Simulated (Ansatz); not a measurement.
A nudged elastic band was laid between two geometries of a periodic cell of 63 atoms, Si (host Si, host structure diamond, one Si atom removed), cell charge +1.

Theory: DFT LDA, scalar-relativistic, plane waves, PAW (Ansatz). Settings: PAW set soft_1, cutoff 420 eV, k mesh 1x1x1, gaussian smearing 0.02 eV, spin collinear.

```
movable images  : 7
climbing image  : yes
spring          : 5.0 eV/Å²
optimiser       : quadratic models (default)
start path      : IDPP
force threshold : 0.05 eV/Å
iteration limit : 18
end points      : relaxed
```

Image 0:

```xyz
63
Lattice="10.8600 0.0000 0.0000 0.0000 10.8600 0.0000 0.0000 0.0000 10.8600" Properties=species:S:1:pos:R:3
Si 5.427 -0.016 0.000
Si 6.777 1.364 1.336
Si 8.157 2.715 0.000
Si 9.505 4.072 1.366
Si 8.137 0.005 2.701
Si 9.514 1.348 4.083
Si 0.000 -0.015 -0.003
Si 1.358 1.348 1.355
Si 2.704 2.728 0.015
Si 4.097 4.045 1.360
Si 5.414 5.437 0.015
Si 6.793 6.784 1.355
Si 8.156 8.142 -0.002
Si 9.506 9.495 1.355
Si 2.715 -0.006 2.713
Si 4.077 1.332 4.074
Si 5.422 2.720 2.748
Si 6.810 4.064 4.074
Si 8.147 5.426 2.713
Si 9.505 6.773 4.067
Si 5.432 -0.021 5.429
Si 6.788 1.353 6.785
Si 8.162 2.709 5.430
Si 9.514 4.056 6.792
Si 8.144 -0.002 8.141
Si 9.506 1.342 9.504
Si 0.001 5.408 -0.002
Si 1.329 6.813 1.324
Si 2.734 8.141 -0.002
Si 4.069 9.497 1.366
Si 0.018 2.727 2.702
Si 1.361 4.043 4.095
Si 4.097 6.779 4.094
Si 5.414 8.124 2.702
Si 6.794 9.488 4.083
Si 0.003 -0.017 5.424
Si 1.339 1.364 6.774
Si 2.751 2.720 5.420
Si 4.077 4.065 6.807
Si 5.422 5.391 5.419
Si 6.777 6.802 6.774
Si 8.158 8.139 5.424
Si 9.506 9.495 6.796
Si 2.703 0.005 8.134
Si 4.086 1.348 9.511
Si 5.432 2.709 8.159
Si 6.794 4.056 9.511
Si 8.137 5.439 8.134
Si 9.506 6.784 9.503
Si 0.002 8.140 2.731
Si 1.369 9.496 4.066
Si 0.017 5.437 5.412
Si 1.358 6.784 6.791
Si 2.705 8.124 5.411
Si 4.086 9.487 6.791
Si 0.003 2.714 8.155
Si 1.369 4.072 9.502
Si 2.716 5.426 8.145
Si 4.069 6.773 9.502
Si 5.428 8.139 8.155
Si 6.800 9.496 9.503
Si 0.001 8.142 8.153
Si 1.358 9.496 9.503
```

Image 8:

Only the atoms that move by more than 0.05 Å are listed.
```
Si9 2.712 2.688 -0.027
Si10 2.700 5.445 2.730
Si11 5.457 5.433 -0.027
Si16 4.058 1.378 4.059
Si17 5.457 2.688 2.718
Si18 6.767 4.087 4.059
```

Problem. What changes between the two ends?

Solution. Contacts lost: Si9–Si10, Si10–Si11, Si10–Si17. Contacts made: Si10–Si28, Si10–Si32, Si10–Si33. The atom that moves furthest is Si10, by 2.41 Å; four of its nearest neighbours are Si17 2.33, Si9 2.34, Si11 2.34, Si2 3.79 Å at the first end and Si28 2.35, Si32 2.35, Si33 2.35, Si50 3.82 Å at the last.

Problem. What energy profile does the band end with?

Solution. The run converged. The highest image is number 4 of 0 to 8, 0.48 eV above the ends, which have the same energy within 2 meV. The order of the stationary point at the top wasn't checked. Limits of this set-up: coarse k mesh, PAW files made for another functional, charged cell in a uniform background, uncorrected.

```csv
image,path coordinate (Å),energy (eV),Si9–Si10 (Å),Si10–Si11 (Å),Si10–Si17 (Å)
0,0.00,0.00,2.34,2.34,2.33
1,0.36,0.05,2.38,2.39,2.37
2,0.72,0.20,2.43,2.44,2.43
3,1.08,0.38,2.54,2.55,2.56
4,1.44,0.48,2.74,2.75,2.76
5,1.81,0.37,3.02,3.06,3.07
6,2.19,0.17,3.31,3.35,3.43
7,2.57,0.03,3.61,3.64,3.77
8,2.95,0.00,3.90,3.90,3.90
```

Problem. What is the geometry of the highest image?

Solution. 
```xyz
63
Lattice="10.8600 0.0000 0.0000 0.0000 10.8600 0.0000 0.0000 0.0000 10.8600" Properties=species:S:1:pos:R:3
Si 5.407 0.036 0.024
Si 6.694 1.448 1.392
Si 8.108 2.735 0.022
Si 9.505 4.070 1.361
Si 8.126 0.021 2.703
Si 9.504 1.339 4.092
Si -0.014 -0.004 -0.016
Si 1.351 1.358 1.360
Si 2.688 2.877 0.154
Si 3.385 4.755 2.024
Si 5.274 5.455 0.148
Si 6.783 6.792 1.362
Si 8.145 8.157 -0.017
Si 9.533 9.467 1.370
Si 2.718 -0.001 2.710
Si 4.075 1.347 4.083
Si 5.269 2.877 2.746
Si 6.796 4.069 4.083
Si 8.147 5.427 2.711
Si 9.543 6.761 4.051
Si 5.446 -0.009 5.439
Si 6.775 1.367 6.814
Si 8.151 2.696 5.438
Si 9.526 4.059 6.781
Si 8.143 0.002 8.139
Si 9.468 1.363 9.521
Si -0.008 5.427 -0.014
Si 1.533 6.608 1.319
Si 2.715 8.150 -0.014
Si 4.072 9.497 1.361
Si 0.006 2.705 2.712
Si 1.511 4.044 3.929
Si 4.099 6.627 3.925
Si 5.439 8.139 2.714
Si 6.804 9.501 4.090
Si 0.012 -0.041 5.412
Si 1.338 1.346 6.779
Si 2.726 2.706 5.425
Si 4.077 4.066 6.796
Si 5.437 5.418 5.427
Si 6.796 6.805 6.779
Si 8.182 8.132 5.411
Si 9.508 9.493 6.793
Si 2.713 0.025 8.155
Si 4.040 1.445 9.598
Si 5.416 2.728 8.186
Si 6.703 4.103 9.594
Si 8.122 5.435 8.153
Si 9.496 6.802 9.495
Si 0.106 8.038 2.681
Si 1.384 9.460 4.049
Si 0.085 5.394 5.344
Si 1.375 6.769 6.749
Si 2.750 8.056 5.341
Si 4.080 9.474 6.781
Si -0.004 2.688 8.151
Si 1.351 4.078 9.503
Si 2.714 5.430 8.137
Si 4.065 6.792 9.505
Si 5.456 8.149 8.152
Si 6.778 9.537 9.521
Si 0.015 8.130 8.120
Si 1.343 9.508 9.493
```

Run time: 14 min on 4 threads of Arm Neoverse V2, on a shared host, peak memory 5.5 GiB.
